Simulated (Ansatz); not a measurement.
# WS2 under changes of volume

One of the cells (17.744 Å³/atom); the others are scaled copies at fixed shape and fractional positions:

```
W S
1.0
     1.57900    0.91164    6.16333
    -1.57900    0.91164    6.16333
     0.00000   -1.82327    6.16333
W S
1 2
Direct
  0.00000 0.00000 0.00000
  0.58100 0.58100 0.58100
  0.75030 0.75030 0.75030
```

Measurements of this composition are mostly on another form, of space group No. 194.

* Program: Ansatz 0.2.0
* Functional: r2SCAN
* Potentials or basis: Ansatz PAW
* Cutoff: 500 eV (not typed: the program's choice for these potentials)
* k mesh: 10 × 10 × 10
* Occupations: fermi-dirac, width 0.05 eV
* Spin: no spin polarisation

```tsv
volume (Å³/atom)	energy over the lowest point (meV/atom)	pressure (GPa)	gap on the mesh (eV)	largest force (eV/Å)
16.679	?	?	?	?
17.034	30.23	10.5	1.13	1.061
17.389	11.68	6.3	1.15	0.651
17.744	1.89	2.6	1.17	0.621
18.099	0.00	-0.8	1.19	0.695
18.454	5.20	-3.8	1.20	1.001
18.809	16.79	-6.6	1.21	1.284
```

What does the run at 16.679 Å³/atom give?

Energy over the lowest point 58.51 meV/atom; pressure 15.1 GPa; gap on the mesh 1.10 eV; largest force 1.512 eV/Å.

Worked out: A Birch-Murnaghan fit of order 3 (a polynomial in V^(-2/3)) to the other rows has its minimum at 18.01 Å³/atom with B0 = V·E''(V) = 167 GPa and B' = 4.3 at fixed shape and positions, which overstates the stiffness. It gives 58.54 meV/atom at 16.679 Å³/atom, against the run's 58.51, and -dE/dV = 15.1 GPa, against 15.1. A straight line through the other rows of the gap, of slope 0.823 eV per unit of ln V, extrapolates to 1.12 eV, against the run's 1.10.

Energies are extrapolated to zero smearing.

Caveats: spin-orbit coupling is left out, which moves the levels of the heavy elements; the PAW data sets come from PBE, with cores solved anew for the run's functional, which leaves a small shift of forces and pressure; forces of over 1 eV/Å show positions far from the minimum, so gaps and moduli don't describe the material at rest (some runs).

A mesh can miss the band edges.
